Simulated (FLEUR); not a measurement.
# MnS (Browneite): parallel and opposed starts, part 2 of 3

Wanted: the moments of MnS (Browneite) and the energy of each order that was tried.

FLEUR MaX-R8.1; PBE with U = 4 eV on Mn d; all-electron FLAPW, Dirac cores, scalar-relativistic bands.

So far, largest spin moment in the muffin-tin sphere (μB): step 2 (run 1 (ferro +)) 4.73.

## Step 3: Run 2 (antiferro q=(0,1/2,1/2) +-)

Reversing part of the moments tests the sign of the couplings between them.

The cell is doubled to 4 atoms to hold this order. The mesh is halved along the doubled vector, so that both cells sample the same points. The k list default-1 (kpts.xml, not shown) is a Γ-centred 8×4×8 mesh.

The input, inp.xml:

```
<?xml version="1.0" encoding="UTF-8" standalone="no"?>
<fleurInput fleurInputVersion="0.39">
   <comment>
      MnS
   </comment>
   <calculationSetup>
      <cutoffs Kmax="4.26" Gmax="12.8" GmaxXC="12.8" numbands="0"/>
      <scfLoop itmax="120" minDistance="0.0001" maxIterBroyd="15" imix="Anderson" alpha="0.05" precondParam="0.0" spinf="2.0" sdNocoIR="T"/>
      <coreElectrons ctail="T" frcor="F" kcrel="0" coretail_lmax="0"/>
      <xcFunctional name="pbe" relativisticCorrections="F"/>
      <magnetism jspins="2"/>
      <soc l_soc="F" theta="0.0" phi="0.0" spav="F"/>
      <expertModes spex="0" secvar="F"/>
      <geometryOptimization l_f="F" forcealpha="1.0" forcemix="BFGS" epsdisp="0.00001" epsforce="0.00001"/>
      <ldaU l_linMix="F" mixParam="0.05" spinf="1.0"/>
   </calculationSetup>
   <cell>
      <bzIntegration valenceElectrons="42.0" mode="hist" fermiSmearingEnergy="0.00183747">
         <kPointListSelection listName="default-1"/>
         <xi:include xmlns:xi="http://www.w3.org/2001/XInclude" href="kpts.xml"> </xi:include>
      </bzIntegration>
      <xi:include xmlns:xi="http://www.w3.org/2001/XInclude" href="sym.xml"> </xi:include>
      <bulkLattice scale="1.0">
         <bravaisMatrix>
            <row-1>    0.0000000000000000     5.2912331488799991     5.2912331488799991</row-1>
            <row-2>   10.5824662977599981     0.0000000000000000    10.5824662977599981</row-2>
            <row-3>   10.5824662977599981     5.2912331488799991     5.2912331488799991</row-3>
         </bravaisMatrix>
      </bulkLattice>
   </cell>
   <atomSpecies>
      <species name="Manganese 4.500" element="Mn" atomicNumber="25">
         <mtSphere radius="2.7" gridPoints="893" logIncrement="0.014"/>
         <atomicCutoffs lmax="10" lnonsphr="8"/>
         <electronConfig flipSpins="F">
            <coreConfig>(1s1/2) (2s1/2) (2p1/2) (2p3/2)</coreConfig>
            <valenceConfig>(3s1/2) (3p1/2) (3p3/2) (4s1/2) (3d3/2) (3d5/2)</valenceConfig>
            <stateOccupation state="(3d3/2)" spinUp="1.75" spinDown="0.25"/>
            <stateOccupation state="(3d5/2)" spinUp="3.0" spinDown="0.0"/>
         </electronConfig>
         <energyParameters s="4" p="4" d="3" f="4"/>
         <ldaU l="2" U="4.0" J="0.0" l_amf="F"/>
         <lo type="SCLO" l="0" n="3" eDeriv="0"/>
         <lo type="SCLO" l="1" n="3" eDeriv="0"/>
      </species>
      <species name="Manganese -4.500" element="Mn" atomicNumber="25">
         <mtSphere radius="2.7" gridPoints="893" logIncrement="0.014"/>
         <atomicCutoffs lmax="10" lnonsphr="8"/>
         <electronConfig flipSpins="F">
            <coreConfig>(1s1/2) (2s1/2) (2p1/2) (2p3/2)</coreConfig>
            <valenceConfig>(3s1/2) (3p1/2) (3p3/2) (4s1/2) (3d3/2) (3d5/2)</valenceConfig>
            <stateOccupation state="(3d3/2)" spinUp="0.25" spinDown="1.75"/>
            <stateOccupation state="(3d5/2)" spinUp="0.0" spinDown="3.0"/>
         </electronConfig>
         <energyParameters s="4" p="4" d="3" f="4"/>
         <ldaU l="2" U="4.0" J="0.0" l_amf="F"/>
         <lo type="SCLO" l="0" n="3" eDeriv="0"/>
         <lo type="SCLO" l="1" n="3" eDeriv="0"/>
      </species>
      <species name="Sulfur (S)" element="S" atomicNumber="16">
         <mtSphere radius="1.76" gridPoints="583" logIncrement="0.02"/>
         <atomicCutoffs lmax="6" lnonsphr="4"/>
         <electronConfig flipSpins="F">
            <coreConfig>(1s1/2) (2s1/2) (2p1/2) (2p3/2)</coreConfig>
            <valenceConfig>(3s1/2) (3p1/2) (3p3/2)</valenceConfig>
            <stateOccupation state="(3p1/2)" spinUp="0.666667" spinDown="0.666667"/>
            <stateOccupation state="(3p3/2)" spinUp="1.333333" spinDown="1.333333"/>
         </electronConfig>
         <energyParameters s="3" p="3" d="3" f="4"/>
      </species>
   </atomSpecies>
   <atomGroups>
      <atomGroup species="Manganese 4.500">
         <relPos label="                   1">.0000000000 .0000000000 .0000000000</relPos>
         <force calculate="T" relaxXYZ="TTT"/>
      </atomGroup>
      <atomGroup species="Manganese -4.500">
         <relPos label="                   2">.0000000000 1.000/2.000 .0000000000</relPos>
         <force calculate="T" relaxXYZ="TTT"/>
      </atomGroup>
      <atomGroup species="Sulfur (S)">
         <relPos label="                   3">1.000/4.000 .0000000000 1.000/4.000</relPos>
         <relPos label="                   4">1.000/4.000 1.000/2.000 1.000/4.000</relPos>
         <force calculate="T" relaxXYZ="TTT"/>
      </atomGroup>
   </atomGroups>
   <output dos="F" band="F" slice="F">
      <bandDOS minEnergy="-.5*Htr" maxEnergy="0.5*Htr" sigma="0.015" storeEVData="T"/>
      <plotting iplot="0" polar="F">
         <plot TwoD="T" vec1="  1.0  0.0  0.0" vec2="  0.0  1.0  0.0" vec3="  0.0  0.0  1.0" zero="  0.0  0.0  0.0" file="plot"/>
      </plotting>
      <moessbauerParams electricFieldGradient="F" isomerShift="F" coreHyperfine="F" valenceHyperfine="F"/>
   </output>
</fleurInput>
```

The input, crystal.txt:

```
MnS
&input film=F cartesian=F /
0.00000000000  2.80000000000  2.80000000000
5.60000000000  0.00000000000  5.60000000000
5.60000000000  2.80000000000  2.80000000000
1.8897261246
1.0 1.0 1.0

4
25 0.00000000000  0.00000000000  0.00000000000 : 4.500
25 0.00000000000  0.50000000000  0.00000000000 : -4.500
16 0.25000000000  0.00000000000  0.25000000000
16 0.25000000000  0.50000000000  0.25000000000

&kpt div1=8 div2=4 div3=8 gamma=T /
```

Command:

```
$ OMP_NUM_THREADS=1 inpgen -f crystal.txt > inpgen.log  # inp.xml is then edited as shown
$ OMP_NUM_THREADS=1 mpirun -n 4 fleur_MPI > fleur.log
```

The program printed:

```text
[banner, memory and clock lines left out]
Welcome to FLEUR        (www.flapw.de)
      MaX-Release 8.1          (www.max-centre.eu)

 ========== k-point set info ==========
 Selected k-point list: default-1
 k-point list type: mesh
 0 x 0 x 0
 Number of k points: 80

 ------------Calculation Setup---------------------------
 Number of PE/node        :            4
 Number of OMP-threads    :            1
 k-points in parallel     :            4
 pe's per k-point         :            1
 No of k-point loops      :           20
 Eigenvalue solver        :       lapack
 Number of basis functions:          816
 Approximate size of matrices (H+S) per k-point:         0.020 GB
 no density matrix found ... skipping LDA+U
 Reset of history
 Iteration:     1   Distance:       8.95062683 me/bohr^3
 Iteration:     2   Distance:       8.70297058 me/bohr^3
 Iteration:     3   Distance:       8.01644509 me/bohr^3
 Iteration:     4   Distance:       4.23064947 me/bohr^3
 Iteration:     5   Distance:       2.50903200 me/bohr^3
 Iteration:     6   Distance:       1.82542105 me/bohr^3
 Iteration:     7   Distance:       0.40671871 me/bohr^3
 Iteration:     8   Distance:       0.33023371 me/bohr^3
 Iteration:     9   Distance:       0.06263665 me/bohr^3
 Iteration:    10   Distance:       0.05814546 me/bohr^3
 Iteration:    11   Distance:       0.01005921 me/bohr^3
 Iteration:    12   Distance:       0.00587559 me/bohr^3
 Iteration:    13   Distance:       0.00137127 me/bohr^3
 Iteration:    14   Distance:       0.00122687 me/bohr^3
 Iteration:    15   Distance:       0.00019184 me/bohr^3
 Iteration:    16   Distance:       0.00008551 me/bohr^3

 ********************************************************************
 Run finished successfully
 Stop message:
   all done
 ********************************************************************

--- out.xml (last complete iteration) ---
<iteration numberForCurrentRun="   16" overallNumber="   16">
         [... left out ...]
         <bandgap value="2.7747525612" units="eV"/>
         <sumValenceSingleParticleEnergies value="-30.4474796195" units="Htr"/>
         <FermiEnergy value="0.1370148904" units="Htr"/>
         <valenceDensity>
            <mtCharges spin="1">
               <mtCharge atomType="1" total="9.4287510" s="1.2462135" p="3.2919751" d="4.8491986" f="0.0292747"/>
               <mtCharge atomType="2" total="4.8143932" s="1.1988333" p="3.2272549" d="0.3418456" f="0.0326122"/>
               <mtCharge atomType="3" total="1.5484586" s="0.5501658" p="0.9887737" d="0.0087920" f="0.0005988"/>
            </mtCharges>
            <mtCharges spin="2">
               <mtCharge atomType="1" total="4.8143930" s="1.1988333" p="3.2272549" d="0.3418454" f="0.0326122"/>
               <mtCharge atomType="2" total="9.4287512" s="1.2462136" p="3.2919752" d="4.8491987" f="0.0292747"/>
               <mtCharge atomType="3" total="1.5484586" s="0.5501658" p="0.9887737" d="0.0087920" f="0.0005988"/>
            </mtCharges>
            <spinDependentCharge spin="1" total="21.0000000" interstitial="3.6599386" mtSpheres="17.3400614"/>
            <spinDependentCharge spin="2" total="21.0000000" interstitial="3.6599386" mtSpheres="17.3400614"/>
            <totalCharge value="42.0000000000"/>
         </valenceDensity>
         [... left out ...]
         <magneticMomentsInMTSpheres units="muBohr">
            <globalMagMoment atomType="1" vec="0.00000   0.00000   4.61436"/>
            <localMagMoment atomType="1" vec="0.00000   0.00000   4.61436"/>
            <globalMagMoment atomType="2" vec="0.00000   0.00000  -4.61436"/>
            <localMagMoment atomType="2" vec="0.00000   0.00000  -4.61436"/>
            <globalMagMoment atomType="3" vec="0.00000   0.00000   0.00000"/>
            <localMagMoment atomType="3" vec="0.00000   0.00000   0.00000"/>
         </magneticMomentsInMTSpheres>
         [... left out ...]
         <totalEnergy value="    -3115.7143774629" units="Htr">
            <sumOfEigenvalues value="    -1799.4362189471">
               <coreElectrons value="-1768.9887393276"/>
               <valenceElectrons value="-30.4474796195"/>
            </sumOfEigenvalues>
            <densityCoulombPotentialIntegral value="-4745.2698913770"/>
            <densityEffectivePotentialIntegral value="-4947.5880749298"/>
            <chargeDenXCDenIntegral value="-156.1241447021"/>
            <FockExchangeEnergyValence value="0.0000000000"/>
            <FockExchangeEnergyCore value="0.0000000000"/>
         [... left out ...]
            <dftUCorrection value="-0.6956404717"/>
            <tkbTimesEntropy value="0.0000000000"/>
            <freeEnergy value="-3115.7143774629"/>
            <extrapolationTo0K value="-3115.7143774629"/>
         </totalEnergy>
         [... left out ...]
         <ldaUDensityMatrixConvergence>
            <distance spin="1" distance="0.000003"/>
            <distance spin="2" distance="0.000003"/>
         </ldaUDensityMatrixConvergence>
         <densityConvergence units="me/bohr^3">
            <chargeDensity spin="1" distance="0.0000482935"/>
            <chargeDensity spin="2" distance="0.0000506914"/>
            <overallChargeDensity distance="0.0000855129"/>
            <spinDensity distance="0.0000499129"/>
         </densityConvergence>
      </iteration>
```

Wall time 5.2 min (4 MPI ranks of Intel Xeon Platinum 8488C (Sapphire Rapids), shared host); peak memory 0.67 GiB.

Spin moment in the muffin-tin sphere by atom:

```
atom  spin moment in the muffin-tin sphere (μB)
 Mn1                                       4.61
 Mn2                                      -4.61
  S3                                       0.00
  S4                                       0.00
```

Read from the output:

- free energy: -84782.9074 eV
- program's band gap on this mesh (in a metal only a level spacing): 2.775 eV
- magnetization: 0 μB
- final state: antiferromagnetic

It lies 97.3 meV a seeded atom under the first start, and its largest moment is 4.61 μB against 4.73 μB.

## Step 4: Order 3, typed as antiferro q=(0,0,1/2) +-

Reversing part of the moments tests the sign of the couplings between them.

The cell is doubled to 4 atoms to hold this order. The mesh is halved along the doubled vector, so that both cells sample the same points. The k list default-1 (kpts.xml, not shown) is a Γ-centred 8×8×4 mesh.

Edit inp.xml of step 3 so:

```diff
@@ -25,4 +25,4 @@
             <row-1>    0.0000000000000000     5.2912331488799991     5.2912331488799991</row-1>
-            <row-2>   10.5824662977599981     0.0000000000000000    10.5824662977599981</row-2>
-            <row-3>   10.5824662977599981     5.2912331488799991     5.2912331488799991</row-3>
+            <row-2>    5.2912331488799991     0.0000000000000000     5.2912331488799991</row-2>
+            <row-3>   10.5824662977599981    10.5824662977599981     0.0000000000000000</row-3>
          </bravaisMatrix>
@@ -77,3 +77,3 @@
       <atomGroup species="Manganese -4.500">
-         <relPos label="                   2">.0000000000 1.000/2.000 .0000000000</relPos>
+         <relPos label="                   2">.0000000000 .0000000000 1.000/2.000</relPos>
          <force calculate="T" relaxXYZ="TTT"/>
@@ -81,4 +81,7 @@
       <atomGroup species="Sulfur (S)">
-         <relPos label="                   3">1.000/4.000 .0000000000 1.000/4.000</relPos>
-         <relPos label="                   4">1.000/4.000 1.000/2.000 1.000/4.000</relPos>
+         <relPos label="                   3">1.000/4.000 1.000/4.000 1.000/8.000</relPos>
+         <force calculate="T" relaxXYZ="TTT"/>
+      </atomGroup>
+      <atomGroup species="Sulfur (S)">
+         <relPos label="                   4">1.000/4.000 1.000/4.000 -3.000/8.000</relPos>
          <force calculate="T" relaxXYZ="TTT"/>
```

The input, crystal.txt:

```
MnS
&input film=F cartesian=F /
0.00000000000  2.80000000000  2.80000000000
2.80000000000  0.00000000000  2.80000000000
5.60000000000  5.60000000000  0.00000000000
1.8897261246
1.0 1.0 1.0

4
25 0.00000000000  0.00000000000  0.00000000000 : 4.500
25 0.00000000000  0.00000000000  0.50000000000 : -4.500
16 0.25000000000  0.25000000000  0.12500000000
16 0.25000000000  0.25000000000  0.62500000000

&kpt div1=8 div2=8 div3=4 gamma=T /
```

The program printed:

```text
[banner, memory and clock lines left out]
Welcome to FLEUR        (www.flapw.de)
      MaX-Release 8.1          (www.max-centre.eu)

 ========== k-point set info ==========
 Selected k-point list: default-1
 k-point list type: mesh
 0 x 0 x 0
 Number of k points: 80

 [... set-up left out ...]
 no density matrix found ... skipping LDA+U
 Reset of history
 Iteration:     1   Distance:       8.98703632 me/bohr^3
 Iteration:     2   Distance:       8.71520381 me/bohr^3
 Iteration:     3   Distance:       8.02681244 me/bohr^3
 Iteration:     4   Distance:       4.20551874 me/bohr^3
[...]
[... left out ...]
            <freeEnergy value="-3115.7127796371"/>
            <extrapolationTo0K value="-3115.7127796371"/>
         </totalEnergy>
         [... left out ...]
         <ldaUDensityMatrixConvergence>
            <distance spin="1" distance="0.000002"/>
            <distance spin="2" distance="0.000003"/>
         </ldaUDensityMatrixConvergence>
         <densityConvergence units="me/bohr^3">
            <chargeDensity spin="1" distance="0.0000418739"/>
            <chargeDensity spin="2" distance="0.0000449288"/>
            <overallChargeDensity distance="0.0000501056"/>
            <spinDensity distance="0.0000709470"/>
         </densityConvergence>
      </iteration>
```

Run time: 5.7 min. Hardware: 4 MPI ranks; peak memory 0.75 GiB; 23 min of CPU time.

Spin moment in the muffin-tin sphere by atom:

```
atom  spin moment in the muffin-tin sphere (μB)
 Mn1                                       4.64
 Mn2                                      -4.64
  S3                                       0.02
  S4                                      -0.02
```

Numbers from this step:

```yaml
free_energy: -84782.8639 eV
program_s_band_gap_on_this_mesh_in_a_metal_only_a_level_spacing: 2.317 eV
magnetization: 0 μB
final_state: antiferromagnetic
```

It lies 75.6 meV a seeded atom under the first start, and its largest moment is 4.64 μB against 4.73 μB.

(Continued in part 3 of 3.)

[Logs and program files are shortened in this print: banners, set-up blocks, solver, clock and traceback lines can be left out without a mark of their own.]

[Logs are printed without paths, hosts, clocks, repeated set-up lines and the standing remarks that a program may print on its own settings, such as how far it seeks lower states.]

[Hosts, paths, dates, database ids (printed as entryN), source tags and the programs' standing remarks are cut or masked in the printed files.]

[Where a cell is said to come from a database of computed structures, the database is the Materials Project.]
